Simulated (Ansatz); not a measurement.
**Two structures of Ta: comparison of enthalpies under pressure in Python**

One table from this session's results is given with a row withheld; the runs are named, their logs left out.

Program: the Python package of Ansatz 0.2.0. Level of theory: DFT PBE, plane waves, norm-conserving potentials. These are calculated values, not measurements.

### The structure

Ta Im-3m: Symmetry: Im-3m, No. 229, cubic system. The conventional cell has a = 3.303 Å, b = 3.303 Å, c = 3.303 Å, α = 90.00°, β = 90.00°, γ = 90.00°. Ta (site symmetry m-3m) is surrounded by 8 Ta at 2.86 Å.

Ta Fm-3m: It takes space group Fm-3m (No. 225, cubic). Conventional cell: a = 4.220 Å, b = 4.220 Å, c = 4.220 Å, α = 90.00°, β = 90.00°, γ = 90.00°. Ta (site symmetry m-3m) has 12 Ta at 2.98 Å as nearest neighbours.

The script reads ta_im_3m.vasp:

```text
Ta
1.0
  -1.65128000    1.65128000    1.65128000
   1.65128000   -1.65128000    1.65128000
   1.65128000    1.65128000   -1.65128000
Ta
1
Direct
   0.00000000    0.00000000    0.00000000
```

ta_fm_3m.vasp, read by the script:

```text
Ta
1.0
   0.00000000    2.11000000    2.11000000
   2.11000000    0.00000000    2.11000000
   2.11000000    2.11000000    0.00000000
Ta
1
Direct
   0.00000000    0.00000000    0.00000000
```

Set-up of the first run:

Contents of run_transition.py:

```python
'''Pressure at which two phases of Ta cross.'''

import csv

import ansatz as az
from ase.io import read
import numpy as np


def compute(name, crystal, pressure=0.0):
    calc = (
        crystal.calculation()
        .functional('PBE')
        .pseudopotentials('nc')
        .mixing('msr1', preconditioner='resta')
        .eigensolver('davidson', full_accuracy=True)
        .scf(extra_bands=2, algorithm='direct_min')
        .kpoints(spacing=0.39)
        .occupations('fermi_dirac', width=0.05)
    )
    calc = calc.relax(force_tolerance=0.02, max_steps=40, cell=True, pressure=pressure)
    return calc.run(threads=1, pin='off')


def volume_per_atom(outcome):
    return abs(np.linalg.det(outcome.lattice.cell_ang)) / len(outcome.lattice.sites)


def main() -> None:
    phases = {}
    atoms = read('ta_im_3m.vasp', format='vasp')
    im_3m = az.Crystal.from_ase(atoms)
    phases['Im-3m'] = im_3m
    atoms = read('ta_fm_3m.vasp', format='vasp')
    fm_3m = az.Crystal.from_ase(atoms)
    phases['Fm-3m'] = fm_3m

    # enthalpy per atom at each pressure
    pressures = [0, 15, 30, 45]
    enthalpy, volume = {name: [] for name in phases}, {name: [] for name in phases}
    for p in pressures:
        for name, crystal in phases.items():
            o = compute(name, crystal, pressure=p)
            volume[name].append(volume_per_atom(o))
            enthalpy[name].append(o.report['energy_sigma0_ev'] / len(o.lattice.sites) + p * volume[name][-1] / 160.21766)
    gap = np.array(enthalpy['Fm-3m']) - np.array(enthalpy['Im-3m'])
    rows = [(p, va, vb, 1000 * d) for p, va, vb, d in zip(pressures, volume['Im-3m'], volume['Fm-3m'], gap)]
    with open('transition.csv', 'w', newline='') as handle:
        writer = csv.writer(handle)
        writer.writerow(['P (GPa)', 'V Im-3m (A^3/atom)', 'V Fm-3m (A^3/atom)', 'H(Fm-3m) - H(Im-3m) (meV/atom)'])
        writer.writerows([round(v, 4) if isinstance(v, float) else v for v in row] for row in rows)
    print(open('transition.csv').read())
    crossings = [p0 - g0 * (p1 - p0) / (g1 - g0) for p0, p1, g0, g1 in zip(pressures, pressures[1:], gap, gap[1:]) if g0 * g1 < 0]
    print('crossing near', [round(float(p), 1) for p in crossings], 'GPa') if crossings else print('no crossing in this range')


if __name__ == '__main__':
    main()
```

Run with:

```sh
> python run_transition.py
```

Steps of the session up to this table: Running it.

One table of the session follows, with a row left open; its other results are not shown here.

It belongs to the step «What each run gave». Enthalpy H = E + pV of the second structure less the first:

| pressure (GPa) | ΔH (meV/atom) |
| --- | --- |
| 0 | 280.0 |
| 15 | ? |
| 30 | 327.0 |
| 45 | 342.2 |

Q: Estimate the row for pressure (GPa) = 15 from the others.

Worked estimate for «ΔH (meV/atom)». A straight line through the neighbours (0, 280.0) and (30, 327.0) gives 280.0 + (327.0 − 280.0) × (15 − 0) / (30 − 0) = 303.5; a parabola fitted to 3 rows on both sides gives 306.3.

As computed: ΔH (meV/atom): 306.5. In «ΔH (meV/atom)» the line misses by -3.0 and the parabola by -0.2.
